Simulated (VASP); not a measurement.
# Ni (Pm-3m) in VASP: further runs

Runs on Ni. Level: PBE. Tasks: single point.

Program: VASP 6.6.1. These are calculated values, not measurements. Logs are shortened: lines on timing, memory, paths and dates and some standing lists are left out, and cuts for length are marked.

**1. The crystal as given**

Symmetry: Pm-3m, No. 221, cubic system. The conventional cell has a = 2.329 Å, b = 2.329 Å, c = 2.329 Å, α = 90.00°, β = 90.00°, γ = 90.00°. Around Ni (site symmetry m-3m) lie 6 Ni at 2.33 Å.

The cell was built by a generator and needn't be a form met in nature.

**2. Single point, PBE, collinear spin, typed start**

INCAR

```
PREC = Accurate
ENCUT = 520
EDIFF = 1E-6
ISMEAR = 0
SIGMA = 0.1
LREAL = False
LASPH = True
NELM = 150
ALGO = Fast
ISIF = 2
LWAVE = False
LCHARG = False
ISPIN = 2
MAGMOM = 0.79
LORBIT = 11
LMAXMIX = 4
GGA = PE
NBANDS = 15
```

KPOINTS

```
regular mesh
0
Gamma
  24 24 24
```

POSCAR

```
Ni
1.0
    2.3291050382      0.0000000000      0.0000000000
    0.0000000000      2.3291050382      0.0000000000
    0.0000000000      0.0000000000      2.3291050382
Ni
1
Direct
    0.0000000000      0.0000000000      0.0000000000
```

Potentials or basis: VASP PAW PBE potentials, release 64 (Ni).

On the command line:

```console
cat potpaw_PBE.64/Ni/POTCAR > POTCAR
mpirun -np 1 vasp_std > vasp.out
```

OUTCAR:

```text
PREC = Accurate
   ENCUT = 520
   EDIFF = 1E-6
   ISMEAR = 0
   LREAL = False
   LASPH = True
   NELM = 150
   ISIF = 2
   ISPIN = 2
   LORBIT = 11
   GGA = PE

 ion  position               nearest neighbor table
   1  0.000  0.000  0.000-

  LATTYP: Found a simple cubic cell.
 ALAT       =     2.3291050382

  Lattice vectors:

 A1 = (   2.3291050382,   0.0000000000,   0.0000000000)
 A2 = (   0.0000000000,   2.3291050382,   0.0000000000)
 A3 = (   0.0000000000,   0.0000000000,   2.3291050382)

Analysis of symmetry for initial positions (statically):
=====================================================================
 Subroutine PRICEL returns:
 Original cell was already a primitive cell.

 Routine SETGRP: Setting up the symmetry group for a
 simple cubic supercell.

 Subroutine GETGRP returns: Found 48 space group operations
 (whereof 48 operations were pure point group operations)
 out of a pool of 48 trial point group operations.

The static configuration has the point symmetry O_h .

Analysis of symmetry for dynamics (positions and initial velocities):
=====================================================================
 Subroutine PRICEL returns:
 Original cell was already a primitive cell.

 Routine SETGRP: Setting up the symmetry group for a
 simple cubic supercell.

 Subroutine GETGRP returns: Found 48 space group operations
 (whereof 48 operations were pure point group operations)
 out of a pool of 48 trial point group operations.

The dynamic configuration has the point symmetry O_h .

Analysis of structural, dynamic, and magnetic symmetry:
=====================================================================
 Subroutine PRICEL returns:
 Original cell was already a primitive cell.

 Routine SETGRP: Setting up the symmetry group for a
 simple cubic supercell.

 Subroutine GETGRP returns: Found 48 space group operations
 (whereof 48 operations were pure point group operations)
 out of a pool of 48 trial point group operations.

The overall configuration has the point symmetry O_h .

 Subroutine INISYM returns: Found 48 space group operations
 (whereof 48 operations are pure point group operations),
 and found     1 'primitive' translations

----------------------------------------------------------------------------------------

                                     Primitive cell

  volume of cell :      12.6348

  direct lattice vectors                    reciprocal lattice vectors
     2.329105038  0.000000000  0.000000000     0.429349464  0.000000000  0.000000000
     0.000000000  2.329105038  0.000000000     0.000000000  0.429349464  0.000000000
     0.000000000  0.000000000  2.329105038     0.000000000  0.000000000  0.429349464

  length of vectors
     2.329105038  2.329105038  2.329105038     0.429349464  0.429349464  0.429349464

  position of ions in fractional coordinates (direct lattice)
     0.000000000  0.000000000  0.000000000

  ion indices of the primitive-cell ions
   primitive index   ion index
                 1           1

----------------------------------------------------------------------------------------

 KPOINTS: regular mesh

Automatic generation of k-mesh.
 Grid dimensions read from file:
 generate k-points for:   24   24   24

 Generating k-lattice:

  Cartesian coordinates                     Fractional coordinates (reciprocal lattice)
     0.017889561  0.000000000  0.000000000     0.041666667  0.000000000  0.000000000
     0.000000000  0.017889561  0.000000000     0.000000000  0.041666667  0.000000000
     0.000000000  0.000000000  0.017889561     0.000000000  0.000000000  0.041666667

  Length of vectors
     0.017889561  0.017889561  0.017889561

  Shift w.r.t. Gamma in fractional coordinates (k-lattice)
     0.000000000  0.000000000  0.000000000

 Subroutine IBZKPT returns following result:
 ===========================================

 Found    455 irreducible k-points:

 Following reciprocal coordinates:
            Coordinates               Weight
  0.000000  0.000000  0.000000      1.000000
  0.041667  0.000000  0.000000      6.000000
  0.083333  0.000000  0.000000      6.000000
  0.125000  0.000000  0.000000      6.000000
  0.166667  0.000000  0.000000      6.000000
  0.208333  0.000000  0.000000      6.000000
[... 16 lines left out ...]
  0.416667  0.041667  0.000000     24.000000
  0.458333  0.041667  0.000000     24.000000
 [... further k-points ...]
   k-points           NKPTS =    455   k-points in BZ     NKDIM =    455   number of bands    NBANDS=     15
   number of dos      NEDOS =    301   number of ions     NIONS =      1
   total plane-waves  NPLWV =   5832
   dimension x,y,z NGX =    18 NGY =   18 NGZ =   18
   dimension x,y,z NGXF=    36 NGYF=   36 NGZF=   36
   ions per type =               1
   NGX,Y,Z   is equivalent  to a cutoff of  12.85, 12.85, 12.85 a.u.
   NGXF,Y,Z  is equivalent  to a cutoff of  25.70, 25.70, 25.70 a.u.
 SYSTEM =  unknown system
   PREC   = accura    normal or accurate (medium, high low for compatibility)
   ISTART =      0    job   : 0-new  1-cont  2-samecut
   ICHARG =      2    charge: 1-file 2-atom 10-const
   ISPIN  =      2    spin polarized calculation?
   LNONCOLLINEAR =      F non collinear calculations
   LSORBIT =      F    spin-orbit coupling
   LASPH  =      T    aspherical Exc in radial PAW
   ENCUT  =  520.0 eV  38.22 Ry    6.18 a.u.   4.33  4.33  4.33*2*pi/ulx,y,z
   NELM   =    150;   NELMIN=  2; NELMDL= -5     # of ELM steps
   EDIFF  = 0.1E-05   stopping-criterion for ELM
   LREAL  =      F    real-space projection
   EDIFFG = 0.1E-04   stopping-criterion for IOM
   NSW    =      0    number of steps for IOM
   IBRION =     -1    ionic relax: 0-MD 1-quasi-New 2-CG
   NFREE  =      0    steps in history (QN), initial steepest desc. (CG)
   ISIF   =      2    stress and relaxation
   ISYM   =      2    0-nonsym 1-usesym 2-fastsym
   POTIM  = 0.5000    time-step for ionic-motion
   TEBEG  =    0.0;   TEEND  =   0.0 temperature during run
   PSTRESS=    0.0 pullay stress
   NELECT =      10.0000    total number of electrons
   NUPDOWN=      -1.0000    fix difference up-down
   EMIN   =  10.00;   EMAX   =-10.00  energy-range for DOS
   EFERMI =   0.00;   METHOD = LEGACY
   ISMEAR =     0;   SIGMA  =   0.10  broadening in eV -4-tet -1-fermi 0-gaus
   EFERMI_NEDOS =   21; number of points for ismear=-14 and -15
   IALGO  =     68    algorithm
   IMIX   =      4    mixing-type and parameters
     AMIX     =   0.40;   BMIX     =  1.00
     AMIX_MAG =   1.60;   BMIX_MAG =  1.00
  volume/ion in A,a.u.               =      12.63        85.26
  Fermi-wavevector in a.u.,A,eV,Ry     =   1.514325  2.861659 31.200610  2.293180
  Thomas-Fermi vector in A             =   2.623998
   LORBIT       =     11    0 simple, 1 ext, 2 COOP (PROOUT), +10 PAW based schemes
   GGA     = PE    functional components
   LHFCALC =     F    Hartree Fock is set to
   AEXX    =    0.0000 exact exchange contribution
   IVDW    =     0    specifies the selected vdW correction
   LEPSILON=     F    determine dielectric tensor
   LRPA    =     F    only Hartree local field effects (RPA)
 spin polarized calculation
 RMM-DIIS sequential band-by-band and
 Gauss-broadening in eV      SIGMA  =   0.10
  energy-cutoff  :      520.00
  volume of cell :       12.63
 maximum number of plane-waves:       360
 NGX is ok and might be reduce to    18

 number of electron      10.0000018 magnetization       0.5367523

 Free energy of the ion-electron system (eV)
  ---------------------------------------------------
  ext. energy  EPLUGINS =         0.00000000
  ---------------------------------------------------
  free energy    TOTEN  =        -4.77940307 eV

  energy without entropy =       -4.76909832  energy(sigma->0) =       -4.77425070

 E-fermi :   7.4250     XC(G=0): -12.2974

 val. band max:        7.4242900134   @ k =   0.1667   0.0833   0.0000
 cond. band min:       7.4260176365   @ k =   0.3750   0.1667   0.0833
 fundamental gap:      0.0017276231
 Fermi energy:         7.4250436924

 spin component 1

 k-point     1 :       0.0000    0.0000    0.0000
  band No.  band energies     occupation
      1      -0.5409      1.00000
      2       3.8623      1.00000
      3       3.8623      1.00000
      4       7.0481      1.00000
      5       7.0481      1.00000
      6       7.0481      1.00000
      7      26.8057      0.00000
      8      26.8057      0.00000
      9      26.8057      0.00000
     10      30.6001      0.00000
     11      30.6001      0.00000
     12      34.7699      0.00000
     13      48.9732      0.00000
     14      48.9732      0.00000
     15      48.9732      0.00000
[... 397 lines left out ...]
 k-point    24 :       0.4583    0.0417    0.0000
  band No.  band energies     occupation
      1       3.4743      1.00000
      2       4.2973      1.00000
      3       5.7296      1.00000
      4       6.0483      1.00000
      5       6.5904      1.00000
      6       7.1197      0.99999
      7      11.3188      0.00000
      8      31.3242      0.00000
      9      33.0199      0.00000
     10      33.6878      0.00000
     11      33.8961      0.00000
     12      37.1610      0.00000
     13      37.4555      0.00000
     14      38.4294      0.00000
     15      43.7975      0.00000

 [... further k-points ...]

 spin component 2

 k-point     1 :       0.0000    0.0000    0.0000
  band No.  band energies     occupation
      1      -0.5159      1.00000
      2       4.2897      1.00000
      3       4.2897      1.00000
      4       7.7026      0.00004
      5       7.7026      0.00004
      6       7.7026      0.00004
      7      26.8822      0.00000
      8      26.8822      0.00000
      9      26.8822      0.00000
     10      30.6872      0.00000
     11      30.6872      0.00000
     12      34.7756      0.00000
     13      49.0030      0.00000
     14      49.0030      0.00000
     15      49.0030      0.00000
[... 397 lines left out ...]
 k-point    24 :       0.4583    0.0417    0.0000
  band No.  band energies     occupation
      1       3.7120      1.00000
      2       4.7468      1.00000
      3       6.0469      1.00000
      4       6.6591      1.00000
      5       6.9242      1.00000
      6       7.7770      0.00000
      7      11.6426      0.00000
      8      31.3034      0.00000
      9      33.0698      0.00000
     10      33.8167      0.00000
     11      33.9483      0.00000
     12      37.2376      0.00000
     13      37.5371      0.00000
     14      38.5360      0.00000
     15      43.8696      0.00000

 [... further k-points ...]
[... 5 lines left out ...]
  --------------------------------------------------------------------------------------
  -------------------------------------------------------------------------------------
  Total        0.0244355      0.0244355      0.0244355     -0.0000000     -0.0000000      0.0000000
  in kB        3.0985920      3.0985920      3.0985920     -0.0000000     -0.0000000      0.0000000
  external PRESSURE =       3.0985920 kB  Pullay stress =       0.0000000 kB

 VOLUME and BASIS-vectors are now :
 -----------------------------------------------------------------------------
  energy-cutoff  :      520.00
  volume of cell :       12.63
      direct lattice vectors                 reciprocal lattice vectors
     2.329105038  0.000000000  0.000000000     0.429349464  0.000000000  0.000000000
     0.000000000  2.329105038  0.000000000     0.000000000  0.429349464  0.000000000
     0.000000000  0.000000000  2.329105038     0.000000000  0.000000000  0.429349464

 POSITION                                       TOTAL-FORCE (eV/Angst)
 -----------------------------------------------------------------------------------
      0.00000      0.00000      0.00000         0.000000      0.000000      0.000000
 -----------------------------------------------------------------------------------
    total drift:                                0.000000      0.000000      0.000000

  FREE ENERGIE OF THE ION-ELECTRON SYSTEM (eV)
  ---------------------------------------------------
  free  energy   TOTEN  =        -4.7794030730 eV

  energy  without entropy=       -4.7690983216  energy(sigma->0) =       -4.77425070

 total charge

# of ion       s       p       d       tot
------------------------------------------
    1        0.508   0.384   8.353   9.245

 magnetization (x)

# of ion       s       p       d       tot
------------------------------------------
    1        0.001  -0.001   0.542   0.541
```

Run time: 74 s. Hardware: 1 thread of Intel Xeon Platinum 8559C (Emerald Rapids), shared host; peak memory 0.23 GiB.

What came out:

```
Free energy                                           : -4.7794 eV
Pressure                                              : 0.3 GPa
Band gap on the k mesh                                : none (metal or under the smearing width)
Net moment                                            : 0.54 μB per cell
Site moments                                          : Ni +0.54 μB
Valence electrons inside the program's atomic spheres : Ni 9.24
```

Levels at points of the mesh, in eV from the Fermi level:
Spin up:
```tsv
k point	band 1	band 2	band 3	band 4	band 5	band 6	band 7	band 8	band 9	band 10
(0.00, 0.00, 0.00)	-7.97	-3.56	-3.56	-0.38	-0.38	-0.38	19.38	19.38	19.38	23.18
(0.50, 0.00, 0.00)	-3.91	-3.14	-1.40	-1.40	-1.02	-0.29	3.58	24.47	26.62	26.67
(0.50, 0.50, 0.00)	-4.15	-2.80	-1.19	-1.19	0.38	5.19	5.19	11.18	11.24	31.11
(0.50, 0.50, 0.50)	-3.25	-3.25	-3.25	0.44	0.44	11.72	11.72	11.72	13.86	17.00
```
Spin down:
| k point | band 1 | band 2 | band 3 | band 4 | band 5 | band 6 | band 7 | band 8 | band 9 | band 10 |
| --- | --- | --- | --- | --- | --- | --- | --- | --- | --- | --- |
| (0.00, 0.00, 0.00) | -7.94 | -3.14 | -3.14 | 0.28 | 0.28 | 0.28 | 19.46 | 19.46 | 19.46 | 23.26 |
| (0.50, 0.00, 0.00) | -3.65 | -2.69 | -1.03 | -0.79 | -0.79 | 0.37 | 3.93 | 24.40 | 26.60 | 26.81 |
| (0.50, 0.50, 0.00) | -3.73 | -2.38 | -0.57 | -0.57 | 0.93 | 5.22 | 5.22 | 11.41 | 11.42 | 31.10 |
| (0.50, 0.50, 0.50) | -2.75 | -2.75 | -2.75 | 0.99 | 0.99 | 11.82 | 11.82 | 11.82 | 13.77 | 17.13 |

**3. Single point, PBE, collinear spin, typed start**

This run uses another cell than the first one: it holds 2 atoms, not 1.

INCAR

```
PREC = Accurate
ENCUT = 520
EDIFF = 1E-6
ISMEAR = 0
SIGMA = 0.1
LREAL = F
LASPH = T
NELM = 150
ALGO = Normal
ISIF = 2
LWAVE = F
LCHARG = F
ISPIN = 2
MAGMOM = 0.82 0.82
LORBIT = 11
LMAXMIX = 4
GGA = PE
NBANDS = 21
```

KPOINTS

```
regular mesh
0
Gamma
  8 8 8
```

POSCAR

```
Ni
1.0
    0.0000000000      1.7269644968      4.0737866920
    1.7032414888      0.0000000000      4.0737866920
    1.7032414888      1.7269644968      0.0000000000
Ni
2
Direct
    0.1415428441      0.1415428441      0.8584571559
    0.8584571559      0.8584571559      0.1415428441
```

Potentials or basis: VASP PAW PBE potentials, release 64 (Ni).

On the command line:

```console
cat potpaw_PBE.64/Ni/POTCAR > POTCAR
mpirun -np 1 vasp_std > vasp.out
```

Run time: 2.1 min. Hardware: 1 thread of Intel Xeon Platinum 8488C (Sapphire Rapids), shared host; peak memory 0.22 GiB.

It converged, with:

* Free energy: -10.2624 eV
* Pressure: -0.1 GPa
* Largest force: 0.016 eV/Å
* Band gap on the k mesh: none (metal or under the smearing width)
* Net moment: 1.36 μB per cell
* Site moments: Ni +0.69 μB
* Valence electrons inside the program's atomic spheres: Ni 9.28

Forces in eV/Å, atoms in the order of the input:
```
Ni   0.000  0.000  0.016
Ni   0.000  0.000 -0.016
```

Stress tensor (GPa, compression positive):
```
-0.12  0.00  0.00
 0.00 -0.38  0.00
 0.00  0.00  0.12
```

Levels at points of the mesh, in eV from the Fermi level:
Spin up:
```
           k point  band 8  band 9  band 10  band 11  band 12  band 13  band 14  band 15
(0.00, 0.00, 0.00)   -1.11   -1.10    -0.90    -0.51     0.63     5.49    19.21    19.27
(0.50, 0.00, 0.00)   -1.65   -1.01    -0.69     0.62     2.18     3.38     8.22    13.99
(0.50, 0.50, 0.00)   -1.33   -0.85    -0.57    -0.50    -0.48    12.99    16.12    16.73
(0.50, 0.00, 0.50)   -0.46   -0.22    -0.19     3.53     6.80     8.56     9.63    10.55
(0.00, 0.50, 0.50)   -0.46   -0.23    -0.18     3.88     6.48     8.24     9.82    10.42
```
Spin down:
```tsv
k point	band 5	band 6	band 7	band 8	band 9	band 10	band 11	band 12	band 13	band 14
(0.00, 0.00, 0.00)	-2.09	-0.88	-0.83	-0.38	-0.36	-0.21	0.20	0.67	5.89	19.29
(0.50, 0.00, 0.00)	-1.57	-1.22	-1.16	-1.00	-0.29	0.07	1.26	2.50	3.62	8.52
(0.50, 0.50, 0.00)	-2.03	-1.41	-1.36	-0.55	-0.15	0.14	0.28	0.31	13.09	16.28
(0.50, 0.00, 0.50)	-1.61	-1.31	-0.11	0.40	0.69	0.71	3.53	6.94	8.69	9.90
(0.00, 0.50, 0.50)	-1.68	-1.30	-0.08	0.39	0.67	0.72	3.88	6.62	8.38	10.04
```

(Continued in part 2 of 2.)
